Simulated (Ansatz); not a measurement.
# WC under strains and displacements

Level of theory: DFT PBE, scalar-relativistic, plane waves, PAW in Ansatz 0.2.0.

Cutoff 420 eV; k points 15×15×14 on the computed 2-atom cell (Γ-centred); Gaussian smearing, width 0.10 eV; no spin polarisation.

Reference cell:

```xyz
2
Lattice="2.9005 0.0000 0.0000 -1.4503 2.5119 0.0000 0.0000 0.0000 2.8290" Properties=species:S:1:pos:R:3 pbc="T T T"
W     0.0000    0.0000    0.0000
C     1.4503    0.8373    1.4145
```

Each variant moves atoms of this cell by the vectors given, if any (Å), and then applies a symmetric strain (tensor components, Cartesian axes). The reference cell isn't relaxed at this level. Energies are per atom at zero smearing, counted from the lowest variant. Pressure is positive in compression.

1. no strain; moves: C2 (-0.054, -0.036, 0.135)
2. no strain; moves: W1 (-0.065, 0.117, -0.350)
3. no strain; moves: W1 (0.000, 0.045, 0.000)

```csv
variant,ΔE (meV/atom),P (GPa),largest force (eV/Å),gap on mesh (eV),space group
1,78.9,13.34,2.38,0,P1
2,581.5,39.22,6.84,0,P1
3,?,?,?,?,?
```

Task: Give the withheld rows.

Result:
```json
{"variant": "3", "ΔE (meV/atom)": "0.0", "P (GPa)": "8.71", "largest force (eV/Å)": "0.71", "gap on mesh (eV)": "0", "space group": "Amm2"}
```

Spin-orbit coupling is left out, which matters for the bands of heavy elements.